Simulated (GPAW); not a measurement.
## BaTe (honeycomb monolayer): G0W0 with GPAW, start to end

Aim: the G0W0 gap of BaTe (honeycomb monolayer) on PBE, step by step.

Method: PBE and many-body steps on it, plane waves, in GPAW 26.7.0.

Report form: the programs' logs are mostly left out.

## 1. Starting point

The cell holds 2 atoms: 1 Ba and 1 Te. Cell: a = 5.575 Å, b = 5.575 Å, c = 11.400 Å, α = 90.0°, β = 90.0°, γ = 120.0°. Vacuum lies along c.

The start is a generated structure, not a measured one. Spin-orbit coupling is left out unless a step names it.

## 2. Relaxation

This step: GPAW 26.7.0; DFT, PBE, plane waves, PAW.

A relaxation at this level of theory: leftover forces would pass straight into the levels.

run.py

```python
import json
import numpy as np
from gpaw.mpi import world
from ase import Atoms
from ase.constraints import FixSymmetry
from ase.filters import FrechetCellFilter
from ase.optimize import BFGS
from gpaw import GPAW, PW, FermiDirac

atoms = Atoms(['Ba', 'Te'],
    cell=[[5.5753208438, 0.0000000000, 0.0000000000],
      [-2.7876604219, 4.8283694850, 0.0000000000],
      [0.0000000000, 0.0000000000, 11.4000000000]],
    scaled_positions=[[0.3333333333, 0.6666666667, 0.4824561404],
      [0.6666666667, 0.3333333333, 0.5175438596]],
    pbc=(True, True, False))
atoms.set_constraint(FixSymmetry(atoms))
atoms.calc = GPAW(mode=PW(550),
    xc='PBE',
    kpts={'size': (6, 6, 1), 'gamma': True},
    occupations=FermiDirac(0.02),
    convergence={'density': 1e-5},
    txt='relax.txt')
steps = []
opt = BFGS(FrechetCellFilter(atoms, mask=[1, 1, 0, 0, 0, 1]), logfile='bfgs.log')
opt.attach(lambda: steps.append([atoms.get_potential_energy(), atoms.cell[:], atoms.positions.copy(), atoms.get_forces()]))
converged = opt.run(fmax=0.03, steps=50)
res = {'converged': bool(converged), 'steps': steps, 'cell': atoms.cell[:], 'frac': atoms.get_scaled_positions()}

if world.rank == 0:
    with open('result.json', 'w') as f:
        json.dump(res, f, default=lambda x: x.tolist())
```

Launch:

```sh
> mpirun -n 4 gpaw python run.py
```

Elapsed: 51 s, on 4 MPI ranks of Arm Neoverse V1, shared host; peak memory 1.3 GiB; 3.4 min of CPU time.

The steps of the relaxation:

```tsv
step	energy less that of the first step (eV)	largest force (eV/Å)
1	0.0000	0.0209
2	-0.0074	0.0395
3	-0.0196	0.0969
4	-0.0200	0.0993
5	-0.0216	0.1028
6	-0.0241	0.0973
7	-0.0285	0.0744
8	-0.0334	0.0401
9	-0.0376	0.0115
10	-0.0383	0.0024
```

The atoms that moved most (Å):

```tsv
atom	dx	dy	dz	length
Ba1	0.000	0.000	0.195	0.195
Te2	0.000	0.000	-0.195	0.195
```

Final coordinates:

```xyz
2
Lattice="5.7173 0.0000 0.0000 -2.8587 4.9513 0.0000 0.0000 0.0000 11.4000" Properties=species:S:1:pos:R:3
Ba    0.0000    3.3009    5.6945
Te    2.8587    1.6504    5.7054
```

## 3. Ground state

The ground-state density comes first.

run.py

```python
import json
import numpy as np
from gpaw.mpi import world
from ase import Atoms
from gpaw import GPAW, PW, FermiDirac

atoms = Atoms(['Ba', 'Te'],
    cell=[[5.7173046457, 0.0000000000, 0.0000000000],
      [-2.8586523229, 4.9513310644, 0.0000000000],
      [0.0000000000, 0.0000000000, 11.4000000000]],
    scaled_positions=[[0.3333333333, 0.6666666667, 0.4995166541],
      [0.6666666667, 0.3333333333, 0.5004738094]],
    pbc=(True, True, False))
calc = GPAW(mode=PW(450),
    xc='PBE',
    kpts={'size': (6, 6, 1), 'gamma': True},
    occupations=FermiDirac(0.001),
    nbands=-7,
    convergence={'density': 1e-6, 'bands': -3},
    maxiter=100,
    txt='gs.txt')
atoms.calc = calc
res = {'energy': atoms.get_potential_energy()}
kpts = calc.get_ibz_k_points()
res['kpts'] = kpts
res['eigenvalues'] = [calc.get_eigenvalues(kpt=k) for k in range(len(kpts))]
res['n_electrons'] = calc.get_number_of_electrons()
calc.write('gs.gpw')

if world.rank == 0:
    with open('result.json', 'w') as f:
        json.dump(res, f, default=lambda x: x.tolist())
```

Launch:

```sh
> mpirun -n 4 gpaw python run.py
```

It took 9.1 s on 4 MPI ranks; peak memory 0.85 GiB; 36 s of CPU time.

This step gave:

```
total energy               : -7.452 eV
gap                        : 2.469 eV
k of the valence top       : 0, 0, 0
k of the conduction bottom : 0, 0, 0
least direct gap           : 2.469 eV
```

The gap is direct, at Γ.

## 4. Bands along the symmetry lines

Levels along a band path, at the cheap level, show where the edges lie and whether the meshes to come will hold them.

run.py

```python
import json
import numpy as np
from gpaw.mpi import world
from gpaw import GPAW

path = [[0.000000, 0.000000, 0.000000],
    [0.062500, 0.000000, 0.000000],
    [0.125000, 0.000000, 0.000000],
    [0.187500, 0.000000, 0.000000],
    [0.250000, 0.000000, 0.000000],
    [0.312500, 0.000000, 0.000000],
    [0.375000, 0.000000, 0.000000],
    [0.437500, 0.000000, 0.000000],
    [0.500000, 0.000000, 0.000000],
    [0.479167, 0.041667, 0.000000],
    [0.458333, 0.083333, 0.000000],
    [0.437500, 0.125000, 0.000000],
    [0.416667, 0.166667, 0.000000],
    [0.395833, 0.208333, 0.000000],
    [0.375000, 0.250000, 0.000000],
    [0.354167, 0.291667, 0.000000],
    [0.333333, 0.333333, 0.000000],
    [0.291667, 0.291667, 0.000000],
    [0.250000, 0.250000, 0.000000],
    [0.208333, 0.208333, 0.000000],
    [0.166667, 0.166667, 0.000000],
    [0.125000, 0.125000, 0.000000],
    [0.083333, 0.083333, 0.000000],
    [0.041667, 0.041667, 0.000000],
    [0.000000, 0.000000, 0.000000]]
calc = GPAW('gs.gpw').fixed_density(kpts=path,
    symmetry='off',
    nbands=18,
    convergence={'bands': 14},
    txt='bands.txt')
res = {}
kpts = calc.get_ibz_k_points()
res['kpts'] = kpts
res['eigenvalues'] = [calc.get_eigenvalues(kpt=k) for k in range(len(kpts))]
res['n_electrons'] = calc.get_number_of_electrons()

if world.rank == 0:
    with open('result.json', 'w') as f:
        json.dump(res, f, default=lambda x: x.tolist())
```

Launch:

```sh
> mpirun -n 4 gpaw python run.py
```

Wall time 15 s (4 MPI ranks); peak memory 0.93 GiB; 61 s of CPU time.

This step gave:

```
gap                        : 2.469 eV
k of the valence top       : 0, 0, 0
k of the conduction bottom : 0, 0, 0
least direct gap           : 2.469 eV
```

The gap is 2.469 eV, as in the run before at this level.

Electronic bands along the path, in eV, zero at the top of the highest filled band; v1 is the highest filled band, c1 the lowest empty one:

```tsv
point	v4	v3	v2	v1	c1	c2	c3	c4
Γ	-8.64	-0.59	-0.59	0.00	2.47	3.90	3.97	3.97
halfway	-8.49	-0.73	-0.34	-0.06	2.87	3.82	4.00	4.49
M	-8.33	-0.77	-0.12	-0.03	3.34	3.40	3.68	3.87
halfway	-8.31	-0.75	-0.12	-0.03	3.15	3.32	3.38	4.42
K	-8.29	-0.72	-0.12	-0.03	2.96	3.16	3.43	4.89
halfway	-8.45	-0.74	-0.27	-0.08	2.97	3.61	4.13	4.23
Γ	-8.64	-0.59	-0.59	0.00	2.47	3.90	3.97	3.97
```

## 5. Empty states on the mesh, 6×6×1 mesh, 350 bands

The sums over transitions need many empty states on a uniform mesh; this step solves for them.

run.py

```python
import json
import numpy as np
from gpaw.mpi import world
from gpaw import GPAW

calc = GPAW('gs.gpw').fixed_density(kpts={'size': (6, 6, 1), 'gamma': True},
    nbands=408,
    convergence={'bands': 350},
    txt='nscf.txt')
calc.write('full.gpw', mode='all')
res = {}
kpts = calc.get_ibz_k_points()
res['kpts'] = kpts
res['eigenvalues'] = [calc.get_eigenvalues(kpt=k) for k in range(len(kpts))]
res['n_electrons'] = calc.get_number_of_electrons()

if world.rank == 0:
    with open('result.json', 'w') as f:
        json.dump(res, f, default=lambda x: x.tolist())
```

Launch:

```sh
> mpirun -n 4 gpaw python run.py
```

Run time: 5.1 min. Hardware: 4 MPI ranks; peak memory 1.7 GiB.

This step gave:

```
gap                                                           : 2.469 eV
k of the valence top                                          : 0, 0, 0
k of the conduction bottom                                    : 0, 0, 0
least direct gap                                              : 2.469 eV
k points computed                                             : 7
lowest point of the top converged band, above the valence top : 59.9197 eV
```

On this mesh the gap is 2.469 eV.

## 6. Screening and self-energy, 6×6×1 mesh, 158 bands, screening to 36 eV

Now the one-shot GW correction: screening in the RPA, then the self-energy of the levels asked for.

This step: G0W0 on PBE, plane waves, PAW.

run.py

```python
import json
import numpy as np
from gpaw.mpi import world
from gpaw.response.g0w0 import G0W0

gw = G0W0('full.gpw',
    filename='gw',
    kpts=[0],
    bands=(6, 10),
    ecut=36,
    nbands=158,
    truncation='2D',
    integrate_gamma='sphere',
    q0_correction=True,
    frequencies={'type': 'nonlinear', 'domega0': 0.15, 'omega2': 15.0},
    eta=0.1,
    nblocksmax=True)
gw.calculate()
res = {mode: {k: v for k, v in r.items() if k != 'sigma_eskwn'}
       for mode, r in gw.all_results.items()}

if world.rank == 0:
    with open('result.json', 'w') as f:
        json.dump(res, f, default=lambda x: x.tolist())
```

Launch:

```sh
> mpirun -n 4 gpaw python run.py
```

It took 68 s on 4 MPI ranks; peak memory 1.6 GiB; 4.5 min of CPU time.

Numbers from this step:

```yaml
g0w0_gap_on_the_points_computed: 4.382 eV
least_direct_g0w0_gap_on_the_computed_points: 4.382 eV
z_at_the_valence_top: 0.7805
z_at_the_conduction_bottom: 0.8388
starting_gap_on_the_mesh: 2.469 eV
k_of_the_valence_top: 0, 0, 0
k_of_the_conduction_bottom: 0, 0, 0
```

The gap on the mesh goes from 2.47 eV to 4.38 eV, a correction of +1.91 eV.

Limits: finite bands, cutoff and mesh; no spin-orbit coupling. v1 is the top filled band, c1 the lowest empty one. Levels before and after the correction, in eV, zero at the valence-band top of each column:

```tsv
	conduction bottom	valence top
Kohn-Sham	2.47	0.00
G0W0	4.38	0.00
```

```tsv
	level	energy (eV)
Kohn-Sham	Γ v2	-0.588
Kohn-Sham	Γ v1	0.000
Kohn-Sham	Γ c1	2.469
Kohn-Sham	Γ c2	3.899
G0W0	Γ v2	-0.417
G0W0	Γ v1	0.000
G0W0	Γ c1	4.382
G0W0	Γ c2	6.238
```

## 7. Where the time went

Times are wall times on 4 MPI ranks of Arm Neoverse V1, shared host, good to a factor of about two.

```tsv
step	time	share	memory (GiB)
relaxation	51 s	11 %	1.3
ground state	9.1 s	2 %	0.85
bands along the symmetry lines	15 s	3 %	0.93
empty states on the mesh	5.1 min	68 %	1.7
screening and self-energy	68 s	15 %	1.6
```

## 8. Summary of results

| Property | Result |
| --- | --- |
| PBE gap | 2.47 eV, direct |
| G0W0 gap on the mesh | 4.38 eV |
| GW settings | 6×6×1 mesh, 158 bands, screening to 36 eV, full frequency, Hilbert transform |
| known limits | not at the basis limit; no spin-orbit coupling |

G0W0 moves the gap on the mesh from 2.47 eV to 4.38 eV (+1.91 eV), with Z of 0.78 and 0.84 at the edges. Only 1 of the mesh's irreducible points was corrected, so a valley elsewhere could overtake. The dearest step here is «empty states on the mesh». Bands and cutoff are finite, so the gap is not at the basis limit. The miss can reach some tenths of an eV and take either sign; the mesh is an error of its own. These stock PAW sets were not made for GW; the filled d or f shell of Te lies in the frozen core, which bears on start and correction. In the G0W0 run levels were corrected at 1 k point alone, so a gap called «on the mesh» is the least over those, and an edge elsewhere would be missed. Mesh or cutoff lie under what a gap needs, so these runs test behaviour and cost; their gaps are not to be quoted. The many-body steps are scalar-relativistic: spin-orbit coupling is not in them.

[Paths, hosts, dates, memory and timing lines, banners, echoed tables and standing remarks are left out of the program output.]

[Logs are printed without paths, hosts, clocks, repeated set-up lines and the standing remarks that a program may print on its own settings, such as how far it seeks lower states.]

[Runs of the session that timed out or met a known fault of the program may be left out.]

[Hosts, paths, dates, database ids (printed as entryN), source tags and the programs' standing remarks are cut or masked in the printed files.]
